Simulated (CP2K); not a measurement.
**Li under changes of volume**

One of the cells (21.609 Å³/atom); the others are scaled copies at fixed shape and fractional positions:

```xyz
1
Lattice="3.0391 0.0000 0.0000 -1.0130 2.8653 0.0000 -1.0130 -1.4327 2.4814" Properties=species:S:1:pos:R:3 pbc="T T T"
Li    0.0000    0.0000    0.0000
```

| Property | Result |
| --- | --- |
| Program | CP2K 2026.2 |
| Functional | PBEsol |
| Potentials or basis | POTENTIAL_UZH Li GTH-PBE-q3; TZVP-MOLOPT-PBE-GTH basis |
| Density cutoff | 6123 eV |
| k mesh | 11 × 11 × 11 |
| Occupations | fermi-dirac, width 0.05 eV |
| Spin | no spin polarisation |

```csv
volume (Å³/atom),energy over the lowest point (meV/atom),pressure (GPa)
20.312,0.00,0.0
20.744,0.47,-0.3
21.177,1.65,-0.6
21.609,3.50,-0.8
22.041,5.95,-1.0
22.473,8.95,-1.2
22.905,?,?
```

**Question.** What does the run at 22.905 Å³/atom give?

**Answer.** Energy over the lowest point 12.45 meV/atom; pressure -1.4 GPa.

Worked out: A Birch-Murnaghan fit of order 3 (a polynomial in V^(-2/3)) to the other rows has its minimum at 20.27 Å³/atom, just outside them, with B0 = V·E''(V) = 13.8 GPa and B' = 3.1. It gives 12.46 meV/atom at 22.905 Å³/atom, against the run's 12.45, and -dE/dV = -1.4 GPa, against -1.4.

Energies are extrapolated to zero smearing.

Caveats: the potentials were made for another functional, which shifts forces and pressure; the basis of atomic orbitals isn't converged, which shifts pressures, moduli and gaps.
